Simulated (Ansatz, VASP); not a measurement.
**Two plane-wave programs on Cd**

```xyz
1
Lattice="-1.8295 1.8295 1.8295 1.8295 -1.8295 1.8295 1.8295 1.8295 -1.8295" Properties=species:S:1:pos:R:3 pbc="T T T"
Cd    0.0000    0.0000    0.0000
```

Alike in both runs: task single point; functional revPBE; k mesh 14 × 14 × 14; occupations fermi-dirac, width 0.1 eV; no spin polarisation.

```csv
,VASP,Ansatz
version,VASP 6.6.1,Ansatz 0.2.0
potentials or method,"VASP PAW PBE potentials, release 64 (Cd)","plane waves (420 eV) with PAW, scalar-relativistic"
plane-wave cutoff (eV),520,420
valence electrons in the cell,12,20
```

|  | VASP | Ansatz | Ansatz less VASP |
| --- | --- | --- | --- |
| pressure (GPa) | 0.3 | 0.2 | -0.16 |

The two sets of potentials don't hold the same shells in valence.

Caveats: the PAW data sets were made with another functional, which shifts forces and pressure a little (VASP).
